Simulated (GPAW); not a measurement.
Runs of GPAW 26.7.0 on MnO2. It takes space group P-3m1 (No. 164, trigonal). The conventional cell has a = 2.857 Å, b = 2.857 Å, c = 4.601 Å, α = 90.00°, β = 90.00°, γ = 120.00°. Around Mn (site symmetry -3m) lie 6 O at 1.90 Å. O (site symmetry 3m) is surrounded by 3 Mn at 1.90 Å. Measurements of this composition are mostly on another form, of space group No. 136.

```csv
task,level,potentials or basis,k mesh,cutoff (eV),smearing,maxiter,band path,band points,response ecut,frequency,mesh quality,gap on the mesh (eV),pressure (GPa),moment (μB),largest force (eV/Å)
band structure,LDA,"the program's PAW data sets (release 1.2.1) made for this functional, pw",7 × 7 × 4,800,fermi-dirac 0.05 eV,150,"GMKGALHA,LM,KH",60,-,-,not flagged,0.43,(a),3.00,0.48
G0W0 quasiparticle levels,AM05,"PAW data sets generated in the run's folder for this functional, pw",4 × 4 × 2,650,fermi-dirac 0.001 eV,150,-,-,120 eV,ppa,coarse,-,-,3.00,-
one-shot levels on a semilocal density,r2SCAN,"GPAW PAW data sets (gpaw-data 1.2.1), pw",4 × 4 × 2,600,fermi-dirac 0.001 eV,150,-,-,-,-,coarse,2.01,-,3.00,-
single point,LDA,"the program's PAW data sets (release 1.2.1) made for this functional, pw",9 × 9 × 5,600,fermi-dirac 0.05 eV,80,-,-,-,-,not flagged,0.43,-13.5,3.00,0.48
```

Alike in all rows: spin collinear, ferromagnetic start; cell as given.

Problem. Fill in the values left out.

Solution. (a) -7.8.

Caveats: some runs use coarse meshes; a cell with one magnetic atom can't hold antiferromagnetic order, which such compounds often take; the extrapolation in the response cutoff is poor (some runs); the quasiparticle gap is taken among the few k points that were corrected (some runs); the long-wavelength limit can be off by several per cent where d states take part (some runs); energy and the plain gap are those of the semilocal run (some runs); the hybrids' values are one shot on its orbitals and mesh (some runs); the PAW data sets were made with another functional, which shifts forces and pressure a little (some runs).

A k mesh can miss the band edges.

Not every run made on this cell is shown here.
